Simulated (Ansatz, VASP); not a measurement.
# ZnO (zincite) in two plane-wave programs, part 2 of 2

Aim: how closely do two programs agree when they are given the same cell, functional and k mesh? The cell is taken from a series of VASP runs on this material, whose earlier steps may have relaxed, scaled or displaced it; both programs get it as it stands.

VASP 6.6.1 and Ansatz 0.2.0.

So far: The starting structure; VASP: relaxation of cell and atoms, r2SCAN with rVV10.

## 3. Ansatz: relaxation of cell and atoms, r2SCAN with rVV10

Level of this step: Ansatz beside VASP: Kohn-Sham DFT, plane waves, r2SCAN with rVV10 (Ansatz).

Ansatz runs on its default PAW (the set named soft_2) files.

The same cell, functional, mesh and smearing now go to Ansatz, which takes its cutoff from its data sets.

The input, input.yaml:

```yaml
crystal:
  lattice:
    - [3.2342288829, 0.0, 0.0]
    - [-1.6171144415, 2.8009243743, 0.0]
    - [0.0, 0.0, 5.2057843145]
  atoms:
    - { symbol: Zn, position: [0.6666666667, 0.3333333333, 0.9994430577] }
    - { symbol: Zn, position: [0.3333333333, 0.6666666667, 0.4994430577] }
    - { symbol: O, position: [0.3333333333, 0.6666666667, 0.8795669423] }
    - { symbol: O, position: [0.6666666667, 0.3333333333, 0.3795669423] }
hamiltonian:
  xc: r2scan
  pseudopotentials: { kind: paw }
  dispersion: rvv10
kpoints:
  mp_grid: { grid: [8, 8, 4] }
scf:
  occupations: { method: gaussian, width: 0.03 }
relax:
  f_tol: 0.01
  max_steps: 60
  cell: { stress_tol: 0.05 }
output:
  forces: true
  stress: true
  write_density: true
  write_potential: true
  elf: true
  volumetric_format: npy
```

Run with:

```bash
$ ansatz run input.yaml --threads 4 --pin off --max-ram 9216MiB --backend cpu --events-out ev --progress --plain --runs-dir out
```

Numbers of over 12 decimals in the logs are rounded to 6 here.

Output:

```text
Engine: ansatz 0.2.0, aarch64-unknown-linux-gnu
Pseudopotentials: kind: paw
Pseudopotential: Zn, paw, valence charge 12, recommended cutoff 500 eV (meta_gga), Zn.paw.azcp
Pseudopotential: O, paw, valence charge 6, recommended cutoff 500 eV (meta_gga), O.paw.azcp
Functional definition: r2SCAN+rVV10
  parameter k0 = 0.174
  parameter k1 = 0.065
  parameter a1 = 4.9479
  exchange = r2scan_x(k0 = k0, k1 = k1, a1 = a1)
  correlation = r2scan_c + rvv10(11.95, 0.0093)
Crystal: 4 atoms, lattice volume = 47.158 Å³
Basis set: ecut = 500 eV, 1165 PW (Γ), exchange–correlation on 108×108×180 points (64 copies of the dense FFT grid, shifted against one another)
Bands: 22, of which v1, the nominal top of the filled ones, is band 18 counted from 1 (17 counted from 0)
Symmetry: 12 space group operations
Space group: P63mc (ITA 186), of the structure as read, at distance tolerance 3.6e-5 Å
k-points: 30 of 256 (time reversal used)
Non-local potential: Zn, projectors of the file, l = 0: 2, l = 1: 2, l = 2: 3, l = 3: 1
Non-local potential: O, projectors of the file, l = 0: 2, l = 1: 2, l = 2: 1
PAW form: soft (Blöchl's): semilocal exchange-correlation on the pseudo side does not see the compensation charge
rVV10 density: all electrons in the spheres
PAW frozen core: Zn, regenerated for the run's functional (the file was generated under x = pbe(κ = 0.804, μ = 0.219515), c = pbe(β = 0.066725))
PAW frozen core: O, regenerated for the run's functional (the file was generated under x = pbe(κ = 0.804, μ = 0.219515), c = pbe(β = 0.066725))
PAW one-centre angular grid: Zn, 590 points (default); XC on 261 of its mesh's 2673 points in the sphere
PAW one-centre angular grid: O, 302 points (default); XC on 160 Gauss nodes
Initial density: superposition of atomic densities (neutral atoms: chi_scale 0, normalization atom), corrected by the library's trained network
Initial wavefunctions: pseudopotential atomic-orbital guess
Functional: x = r2scan, c = r2scan + rvv10(b = 11.95, C = 0.0093); τ floored in thin density (d = 2e-4 eV/Å³)
SCF iter   1: F=—  HF=-7787.036891 eV  |F-HF|=—  |Δ(HF+E_count)|=         —  Δρ=1.88e-2  dr2=7.56e-2  dr2_τ=9.32e-2  ethr=1.77e-3  ⟨swp⟩=5.8  Hψ=2949  notcnv=0
preconditioner: auto → Resta (q_TF=auto, 2.608 Å⁻¹)  ε∞=6.6  [insulator: Δε(μ)=1.296 eV  Ē_g=13.661 eV  σ=0.030 eV  W_gap=1.00  n_scr=22 (ndim 8)  ℏωp=32.4 eV  f_vac=0.036  D(μ)=0.00/eV (n_scr^D=0)  ε∞_Penn≈6.6]
SCF iter   2: F=—  HF=-7787.067084 eV  |F-HF|=—  |Δ(HF+E_count)|=   3.02e-2  Δρ=4.59e-3  dr2=7.97e-3  dr2_τ=5.70e-4  ethr=2.10e-4  ⟨swp⟩=2.5  Hψ=1517  notcnv=0
SCF iter   3: F=—  HF=-7787.064622 eV  |F-HF|=—  |Δ(HF+E_count)|=   2.46e-3  Δρ=4.47e-3  dr2=4.50e-3  dr2_τ=1.75e-4  ethr=2.21e-5  ⟨swp⟩=2.0  Hψ=1260  notcnv=0
SCF iter   4: F=—  HF=-7787.063865 eV  |F-HF|=—  |Δ(HF+E_count)|=   7.57e-4  Δρ=1.26e-3  dr2=4.94e-4  dr2_τ=1.50e-5  ethr=1.25e-5  ⟨swp⟩=1.1  Hψ=662  notcnv=0
SCF iter   5: F=—  HF=-7787.063776 eV  |F-HF|=—  |Δ(HF+E_count)|=   8.90e-5  Δρ=2.62e-4  dr2=1.72e-5  dr2_τ=2.81e-6  ethr=1.37e-6  ⟨swp⟩=2.3  Hψ=1220  notcnv=0
SCF iter   6: F=—  HF=-7787.063789 eV  |F-HF|=—  |Δ(HF+E_count)|=   1.26e-5  Δρ=1.08e-4  dr2=6.39e-6  dr2_τ=2.26e-7  ethr=4.79e-8  ⟨swp⟩=2.0  Hψ=1129  notcnv=0
SCF iter   7: F=—  HF=-7787.063787 eV  |F-HF|=—  |Δ(HF+E_count)|=   1.24e-6  Δρ=2.53e-5  dr2=2.36e-7  dr2_τ=3.50e-8  ethr=1.78e-8  ⟨swp⟩=2.2  Hψ=1127  notcnv=0
SCF iter   8: F=-7787.063787 eV  HF=-7787.063787 eV  |F-HF|=3.62e-8  |Δ(HF+E_count)|=   3.10e-8  Δρ=1.10e-5  dr2=5.14e-8  dr2_τ=1.96e-9  ethr=2.78e-10  ⟨swp⟩=7.0  Hψ=3929  notcnv=0
SCF 1 converged in 8 iterations: F = -7787.063787 eV  dr2 = 5.14e-8
  greatest PAW one-centre occupation: 0.987 electrons in one spin orbital (limit 2), on the Zn atom at site 0 (counted from 0), in its partial waves of l = 2
relax step   1: F+E_penalty+E_count = -7787.06378743 eV  Δ(F+E_penalty+E_count) = +0.000e0 eV  max|allowed force component| = 1.083e-2 eV/Å  Δτ_max = 0.0000 Å  P = -1.121 GPa  Ω = 47.158 Å³  (8 SCF iters, dr2 threshold 1.00e-7 eV, accepted)
[...]
relax step   2: F+E_penalty+E_count = -7787.06486065 eV  Δ(F+E_penalty+E_count) = -1.073e-3 eV  max|allowed force component| = 9.053e-3 eV/Å  Δτ_max = 0.0001 Å  P = -0.534 GPa  Ω = 46.974 Å³  energy of the carried Pulay correction = +1.167e-4 eV  (5 SCF iters, dr2 threshold 4.00e-7 eV, accepted)
[...]
relax step   3: F+E_penalty+E_count = -7787.06525034 eV  Δ(F+E_penalty+E_count) = -3.897e-4 eV  max|allowed force component| = 5.722e-3 eV/Å  Δτ_max = 0.0004 Å  P = +0.011 GPa  Ω = 46.807 Å³  energy of the carried Pulay correction = +2.231e-4 eV  (5 SCF iters, dr2 threshold 4.00e-7 eV, accepted)
[...]
relax step   4: F+E_penalty+E_count = -7787.06502765 eV  Δ(F+E_penalty+E_count) = +2.227e-4 eV  max|allowed force component| = 5.764e-3 eV/Å  Δτ_max = 0.0000 Å  P = +0.011 GPa  Ω = 46.807 Å³  stress off target by 1.47e-2 GPa  SCF on the basis re-selected at this cell (its energy is not comparable with the rows above)  (6 SCF iters)
basis re-selected at this cell: Δ(F+E_penalty+E_count) = +2.227e-4 eV, ΔP = +0.000 GPa vs the last step (what re-selecting the basis moved, of the pressure what is left beyond the Pulay correction that the steps carried, after the strain that the cell walked since its last selection, with what the two solves' SCF thresholds leave and, on support functions, any second-order correction that the steps lacked; it is no m [...]
SCF converged after 6 iterations
Free energy (F): -7787.065028 eV
Harris-Foulkes:  -7787.065028 eV  (|F-HF|=2.73e-12)
Internal energy: -7787.065028 eV  (E = F + TS)
E sigma→0 (E₀):  -7787.065028 eV
Fermi energy:    7.692445 eV
--- Per-component energies (eV) ---
  E_band       = 53.131185
  E_kinetic    = 613.000759
  E_local      = -3990.122445  (includes V_loc(G=0)·N_el)
  E_nonlocal   = 1342.068257
  E_hartree    = 1646.482107
  E_xc         = -390.154914
  E_vxc        = -315.151446  (∫ρ·V_xc dr)
  E_paw        = -4028.589013  (= ΣΔE_a)
  E_vpaw       = -908.770623  (= ΣTr[D̂ρ^β])
  E_aug_tail   = 0.001502  (compensation charges beyond the density's cutoff)
  E_vtau       = 19.141151  (kinetic-family band-sum trace: ∫τ·v_τ [+ j·A + Jᵃ·Aᵃ] dr)
  E_ewald      = -2979.322161
  E_core_change = -0.429119  (= ΣΔE_core)
  E_smearing   = -0.000000  (= −TS)
  E_closure    = 0.000000  (closes the sum)
  Σ components = -7787.065028   (vs F -7787.065028, Δ=0.00e0)
--- Forces (eV/Å), atoms counted from 1 ---
  atom   1  Zn     0.00000000    -0.00000000     0.00575078
  atom   2  Zn    -0.00000000     0.00000000     0.00575078
  atom   3  O      0.00000000    -0.00000000    -0.00577787
  atom   4  O     -0.00000000     0.00000000    -0.00577787
  max |Σ_I F_I| component: 5.42e-5 eV/Å
--- Stress (GPa, compression-positive) ---
        0.014748       0.000000       0.000000
        0.000000       0.014748      -0.000000
        0.000000      -0.000000       0.003248
  P = ⅓ Tr σ = 0.0109 GPa (0.109 kbar)
--- Band table (eV; the first three rows and the last of 30) ---
  k-point 0: bands = [... 14 lower, 6.2696, 6.9944, 7.0960, 7.0960, 8.2883, 12.9723, 15.9051, 20.8692]
  k-point 1: bands = [... 14 lower, 6.3931, 6.3931, 6.9779, 6.9779, 9.3911, 12.3821, 16.4436, 20.2468]
  k-point 2: bands = [... 14 lower, 6.6882, 6.6882, 6.6882, 6.6882, 11.0097, 11.0097, 17.9326, 17.9326]
  k-point 29: bands = [... 14 lower, 4.4835, 4.4835, 5.7802, 5.7802, 14.8759, 14.8759, 16.2626, 16.2626]
--- Relaxed structure (3 steps of the walk, 3 accepted, 1 SCFs on fresh bases) ---
  F+E_penalty+E_count = -7787.06502765 eV   max|allowed force component| = 5.764e-3 eV/Å   (the final SCF, on the basis selected at the relaxed cell)
  cell:  # Å, volume = 46.8075 Å³
    - [3.226000, 2.8794082387636816e-11, 1.7984705479393313e-19]
    - [-1.613000, 2.793798, -1.6468854350139754e-19]
    - [2.89480123623955e-19, -1.389578925006335e-19, 5.193451]
  atoms:
    - { symbol: Zn, position: [0.666667, 0.333333, 0.999543] }
    - { symbol: Zn, position: [0.333333, 0.666667, 0.499543] }
    - { symbol: O, position: [0.333333, 0.666667, 0.879467] }
    - { symbol: O, position: [0.666667, 0.333333, 0.379467] }
```

Run time: 11 s. Hardware: 4 threads of Arm Neoverse V1, shared host; peak memory 0.54 GiB.

## 4. Side by side

Known differences besides the potentials themselves: VASP keeps PBE cores, Ansatz makes them for the functional; both relaxations stop at a tolerance, which leaves soft axes loose, and VASP keeps its plane-wave basis; the cutoff is 500 eV in Ansatz and 520 eV in VASP; Ansatz adds a Pulay correction to the stress that steers its cell, VASP none. Total energies have different zeros and are not compared.

Both answers:

| quantity | Ansatz | VASP | difference |
| --- | --- | --- | --- |
| volume (Å³) | 46.81 | 47.13 | -0.68 % |
| edge a after relaxation, in the typed setting (Å) | 3.226 | 3.233 | -0.22 % |
| edge c after relaxation, in the typed setting (Å) | 5.194 | 5.206 | -0.23 % |

The walks stopped with 0.01 GPa left in Ansatz and 0.05 GPa in VASP; each walk ends within a tolerance, so the volume difference is uncertain by about these residues over the bulk modulus, most in soft cells.

## 5. VASP: relaxation of cell and atoms, HSE06

The relaxed volume is the usual yardstick between codes: its relative difference is about their pressure difference at one cell divided by the bulk modulus. The cell compared in this pair holds 48.16 Å³, against 47.16 Å³ for the pair before.

The run reads the wave functions of an earlier VASP run, which isn't shown here.

The input, INCAR:

```
SYSTEM = ZnO
PREC = Accurate
ENCUT = 520
EDIFF = 1E-06
NELM = 100
ISMEAR = 0
SIGMA = 0.03
LREAL = .FALSE.
ALGO = Normal
LHFCALC = .TRUE.
AEXX = 0.25
GGA = PE
HFSCREEN = 0.2
LASPH = .TRUE.
NBANDS = 24
PRECFOCK = Fast
LORBIT = 11
LWAVE = .FALSE.
LCHARG = .FALSE.
KPAR = 8
IBRION = 2
NSW = 50
ISIF = 3
EDIFFG = -0.006
```

The input, POSCAR:

```
ZnO
1.0
    3.2581317538      0.0000000000      0.0000000000
   -1.6290658769      2.8216248677      0.0000000000
    0.0000000000      0.0000000000      5.2386839237
Zn O
2 2
Direct
    0.6666666667      0.3333333333      0.9993858270
    0.3333333333      0.6666666667      0.4993858270
    0.3333333333      0.6666666667      0.8796241730
    0.6666666667      0.3333333333      0.3796241730
```

The input, KPOINTS:

```
Automatic mesh
0
Gamma
5 5 3
0 0 0
```

PAW data sets: Zn and O (PBE family, release 64).

Run with:

```bash
$ mpirun -np 8 vasp_std
```

Output:

```text
[banner, memory and clock lines left out]
running    8 mpi-ranks, on    1 nodes
[...]
[... a notice as in an earlier step ...]

 LDA part: xc-table for (Slater+PW92), standard interpolation
 found WAVECAR, reading the header
 POSCAR, INCAR and KPOINTS ok, starting setup
[...]
reading WAVECAR
 the WAVECAR file was read successfully
 initial charge from wavefunction
 entering main loop
       N       E                     dE             d eps       ncg     rms          rms(c)
DAV:   1    -0.228462150648E+02   -0.22846E+02   -0.17385E+00   560   0.423E+01    0.302E+00
DAV:   2    -0.227588580974E+02    0.87357E-01   -0.67388E-01   576   0.133E+01    0.968E-01
DAV:   3    -0.227572313586E+02    0.16267E-02   -0.81167E-02   664   0.419E+00    0.508E-01
DAV:   4    -0.227577401945E+02   -0.50884E-03   -0.50848E-03   648   0.761E-01    0.286E-01
[...]
DAV:   8    -0.227571889899E+02    0.68937E-05   -0.15815E-05   520   0.352E-02    0.317E-02
[...]
DAV:   4    -0.227571768084E+02    0.40363E-05   -0.74532E-06   664   0.463E-02    0.164E-02
DAV:   5    -0.227571742304E+02    0.25780E-05   -0.24272E-06   344   0.204E-02    0.104E-02
DAV:   6    -0.227571736116E+02    0.61878E-06   -0.18100E-06   376   0.113E-02
   2 F= -.22757174E+02 E0= -.22757174E+02  d E =0.137082E-04
 trial-energy change:    0.000014  1 .order    0.000007   -0.000021    0.000035
 step:   0.2434(harm=  0.3678)  dis= 0.00003  next Energy=   -22.757190 (dE=-0.242E-05)
[...]
N       E                     dE             d eps       ncg     rms          rms(c)
DAV:   1    -0.227572953740E+02   -0.12114E-03   -0.20137E-03   584   0.842E-01    0.770E-02
DAV:   2    -0.227572044831E+02    0.90891E-04   -0.19062E-04   632   0.315E-01    0.357E-02
DAV:   3    -0.227571911992E+02    0.13284E-04   -0.48321E-05   648   0.121E-01    0.197E-02
DAV:   4    -0.227571887438E+02    0.24554E-05   -0.35378E-06   448   0.343E-02    0.128E-02
DAV:   5    -0.227571872555E+02    0.14883E-05   -0.20307E-06   328   0.151E-02    0.721E-03
DAV:   6    -0.227571868205E+02    0.43503E-06   -0.69916E-07   256   0.746E-03
   3 F= -.22757187E+02 E0= -.22757187E+02  d E =0.499370E-06
[...]
reached required accuracy - stopping structural energy minimisation
```

Parts of OUTCAR (step 5):

```text
  Total        0.0081572      0.0081572      0.0001834      0.0000000      0.0000000      0.0000000
  in kB        0.2714213      0.2714213      0.0061019      0.0000000      0.0000000      0.0000000
  external PRESSURE =       0.1829815 kB  Pullay stress =       0.0000000 kB

 POSITION                                       TOTAL-FORCE (eV/Angst)
 -----------------------------------------------------------------------------------
      1.62899      0.94050      5.23494        -0.000000      0.000000     -0.002583
     -0.00000      1.88099      2.61585         0.000000      0.000000     -0.002583
     -0.00000      1.88099      4.60766         0.000000      0.000000      0.002583
      1.62899      0.94050      1.98857         0.000000     -0.000000      0.002583
 -----------------------------------------------------------------------------------
    total drift:                                0.000001      0.000002     -0.002120

  FREE ENERGIE OF THE ION-ELECTRON SYSTEM (eV)
  ---------------------------------------------------
  free  energy   TOTEN  =       -22.7571868205 eV

  energy  without entropy=      -22.7571868205  energy(sigma->0) =      -22.75718682

[... 1 part as in an earlier step ...]

[... 3 further parts left out ...]
[key lines of the parts left out:]
E-fermi :   0.0562
```

## 6. Ansatz: relaxation of cell and atoms, HSE06

The same cell, functional, mesh and smearing now go to Ansatz, which takes its cutoff from its data sets.

The cell is taken from a series of VASP runs on this material, whose earlier steps may have relaxed, scaled or displaced it; both programs get it as it stands.

The input, input.yaml:

```yaml
crystal:
  lattice:
    - [3.2581317538, 0.0, 0.0]
    - [-1.6290658769, 2.8216248677, 0.0]
    - [0.0, 0.0, 5.2386839237]
  atoms:
    - { symbol: Zn, position: [0.6666666667, 0.3333333333, 0.999385827] }
    - { symbol: Zn, position: [0.3333333333, 0.6666666667, 0.499385827] }
    - { symbol: O, position: [0.3333333333, 0.6666666667, 0.879624173] }
    - { symbol: O, position: [0.6666666667, 0.3333333333, 0.379624173] }
hamiltonian:
  xc: { exchange: pbe, correlation: pbe, exx: { coeff: 0.25, omega: 0.2 } }
  pseudopotentials: { kind: paw }
kpoints:
  mp_grid: { grid: [5, 5, 3] }
scf:
  occupations: { method: gaussian, width: 0.03 }
relax:
  f_tol: 0.01
  max_steps: 60
  cell: { stress_tol: 0.05 }
output:
  forces: true
  stress: true
```

Run with:

```bash
$ ansatz run input.yaml --threads 4 --pin off --max-ram 9216MiB --backend cpu --events-out ev --progress --plain --runs-dir out
```

Output:

```text
[...]
Crystal: 4 atoms, lattice volume = 48.160 Å³
Basis set: ecut = 420 eV, 965 PW (Γ), exchange–correlation on 48×48×72 points (8 copies of the dense FFT grid, shifted against one another)
Bands: 22, of which v1, the nominal top of the filled ones, is band 18 counted from 1 (17 counted from 0)
Symmetry: 12 space group operations
[...]
k-points: 10 of 75 (time reversal used)
[...]
--- Relaxed structure (3 steps of the walk, 3 accepted, 1 SCFs on fresh bases) ---
[...]
cell:  # Å, volume = 47.7750 Å³
    - [3.250352, 0.0, 0]
    - [-1.625176, 2.814887, 0]
    - [0, 0.0, 5.221666]
  atoms:
    - { symbol: Zn, position: [0.666667, 0.333333, 0.999258] }
    - { symbol: Zn, position: [0.333333, 0.666667, 0.499258] }
    - { symbol: O, position: [0.333333, 0.666667, 0.879752] }
    - { symbol: O, position: [0.666667, 0.333333, 0.379752] }
[key lines of the parts left out:]
Free energy (F): -7773.418046 eV
Fermi energy:    7.140344 eV
P = ⅓ Tr σ = -0.0413 GPa (-0.413 kbar)
```

Elapsed: 33 s, on 4 threads; peak memory 0.82 GiB.

## 7. Differences

What differs besides the data sets and the points named for the pairs above, as far as they apply: exact exchange at q = 0 is treated differently, which shows on coarse meshes; the cutoff is 420 eV in Ansatz and 520 eV in VASP; VASP takes a coarser grid for exact exchange (PRECFOCK = Fast). Total energies have different zeros and are not compared.

The two programs side by side:

| quantity | Ansatz | VASP | difference |
| --- | --- | --- | --- |
| volume (Å³) | 47.77 | 48.15 | -0.78 % |
| edge a after relaxation, in the typed setting (Å) | 3.250 | 3.258 | -0.23 % |
| edge c after relaxation, in the typed setting (Å) | 5.222 | 5.238 | -0.31 % |

The walks stopped with -0.04 GPa left in Ansatz and 0.02 GPa in VASP; each walk ends within a tolerance, so the volume difference is uncertain by about these residues over the bulk modulus, most in soft cells.

## 8. Results

| Property | Result |
| --- | --- |
| difference in volume (relaxation of cell and atoms, r2SCAN with rVV10) | -0.68 % |
| difference in volume (relaxation of cell and atoms, HSE06) | -0.78 % |

In words: The difference in volume is -0.78 % (relaxation of cell and atoms, HSE06), within the 1.2 % picked in this series as the mark of a large difference, as far as the stopping tolerances let one tell. How closely two codes agree says nothing of how well the functional describes the real material.

[Lines on the potential files, build, host, timing and source positions are cut from VASP's logs without a mark.]

[Logs are printed without paths, hosts, clocks, repeated set-up lines and the standing remarks that a program may print on its own settings, such as how far it seeks lower states.]

[Hosts, paths, dates, database ids (printed as entryN), source tags and the programs' standing remarks are cut or masked in the printed files.]
